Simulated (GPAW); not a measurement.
Here is a GPAW 26.7.0 calculation.

Contents of run.py:

```python
from ase.dft.bandgap import bandgap
from ase.io import read, write
from ase.units import GPa
from gpaw import GPAW, PW, setup_paths

setup_paths.insert(0, '.')

atoms = read('ZnS.xyz')

calc = GPAW(mode=PW(600),
            xc='PBE',
            kpts={'size': (7, 7, 7), 'gamma': True},
            occupations={'name': 'fermi-dirac', 'width': 0.05},
            nbands=18,
            convergence={'density': 1e-05, 'energy': 1e-05},
            maxiter=150,
            txt='gpaw.txt')
atoms.calc = calc
energy = atoms.get_potential_energy()
forces = atoms.get_forces()
stress = atoms.get_stress()
calc.write('gs.gpw')
write('result.traj', atoms)
print(f'Energy: {energy:.6f} eV')
print('Forces (eV/A):')
print(forces.round(4))
print('Stress (GPa):', (stress / GPa).round(3))
print('Fermi level:', round(calc.get_fermi_level(), 4), 'eV')
print(f'Gap: {bandgap(calc)[0]:.4f} eV, direct: {bandgap(calc, direct=True)[0]:.4f} eV')

path = atoms.cell.bandpath('GXWKGLUWLK,UX', npoints=80, eps=1e-4)
bs_calc = calc.fixed_density(kpts=path, symmetry='off', nbands=28,
                             convergence={'bands': 'CBM+6.0', 'eigenstates': 1e-6}, txt='bands.txt')
bs = bs_calc.band_structure()
bs.write('bs.json')
print(f'Gap on the path: {bandgap(bs_calc)[0]:.4f} eV')
```

File ZnS.xyz:

```xyz
2
Lattice="0.0000000000 2.7020000000 2.7020000000 2.7020000000 0.0000000000 2.7020000000 2.7020000000 2.7020000000 0.0000000000" Properties=species:S:1:pos:R:3 pbc="T T T"
Zn     4.0530000000      4.0530000000      4.0530000000
S      0.0000000000      0.0000000000      0.0000000000
```

Potentials or basis: PAW data sets generated in the run's folder for this functional, pw.

Launch:

```bash
$ gpaw-setup -f PBE S Zn
$ OMP_NUM_THREADS=1 python run.py
```

Question: What does it give for the band gap along the path?

Answer: 2.10 eV, direct.

Question: What does it give for the pressure?

Answer: 1.6 GPa.

Levels at the corners of the path, in eV from the valence-band top:
```
point  band 7  band 8  band 9  band 10  band 11  band 12
    Γ    0.00    0.00    0.00     2.10     6.37     6.37
    X   -4.55   -2.22   -2.22     3.40     4.07    10.96
    W   -4.58   -2.75   -2.71     5.68     6.03     7.85
    K   -4.61   -3.11   -1.80     4.12     5.95     9.35
    Γ    0.00    0.00    0.00     2.10     6.37     6.37
    L   -5.29   -0.86   -0.86     3.31     6.89     6.89
    U   -4.61   -3.11   -1.80     4.12     5.95     9.35
    W   -4.58   -2.75   -2.71     5.68     6.03     7.85
    L   -5.29   -0.86   -0.86     3.31     6.89     6.89
    K   -4.61   -3.11   -1.80     4.12     5.95     9.35
    U   -4.61   -3.11   -1.80     4.12     5.95     9.35
    X   -4.55   -2.22   -2.22     3.40     4.07    10.96
```

**Measured values to compare with.**

“Electronic, vibrational, and thermodynamic properties of ZnS (zincblende and rocksalt structure)”, 2009, arxiv:0911.5022 quotes, for a bulk crystal of ZnS at 19 K: band gap 3.85 eV (direct).

Measured gap of ZnS: 3.85 eV (direct; 19 K; quoted in “Electronic, vibrational, and thermodynamic properties of ZnS (zincblende and rocksalt structure)”, 2009, arxiv:0911.5022). This calculation gives 2.10 eV (-1.75 eV). The value is that of PBE, without temperature or zero-point motion. Semilocal functionals fall short of measured gaps as a rule.
